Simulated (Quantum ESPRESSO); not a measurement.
FeO (Wuestite), 2 atoms in the cell. The structure is cubic, space group Fm-3m (No. 225). Conventional cell: a = 4.311 Å, b = 4.311 Å, c = 4.311 Å, α = 90.00°, β = 90.00°, γ = 90.00°. Fe (site symmetry m-3m) has 6 O at 2.16 Å as nearest neighbours. Around O (site symmetry m-3m) lie 6 Fe at 2.16 Å. 

```yaml
Program: Quantum ESPRESSO 7.5
Task: relaxation of cell and atoms
Functional: PBEsol
Potentials_or_basis: GBRV 1.5 PBEsol
Cutoff: 871 eV
Density_cutoff: 7007 eV
k_mesh: 11 × 11 × 11
Occupations: fermi-dirac, width 0.05 eV
Spin: collinear spin, ferromagnetic start
Starting_moments: "[3.0, 0.0] μB"
Target_pressure: 2 GPa
Mixing_beta: 0.3
Most_SCF_iterations: 120
SCF_threshold: 4e-10 Ry
Most_ionic_steps: 40
Forc_conv_thr: 0.0004 Ry/bohr
Etot_conv_thr: 1e-05 Ry
Ion_dynamics: bfgs
Cell_dynamics: bfgs
Press_conv_thr: 0.3 kbar
```

Potentials or basis: GBRV 1.5 PBEsol.

Launch:

```bash
$ OMP_NUM_THREADS=1 mpirun -n 2 pw.x -nk 2 -in pw.in > pw.out
```

Hardware: 2 MPI ranks on Arm Neoverse V2, on a shared host.

Problem. Estimate the wall time of this run.

Solution. Run time: 86 s on 2 MPI ranks on Arm Neoverse V2 (shared host), peak memory 0.28 GiB a rank. Counts: scf iterations 39, k pools 2, bands 21, ion steps 3, k points 56, g dense 26565.
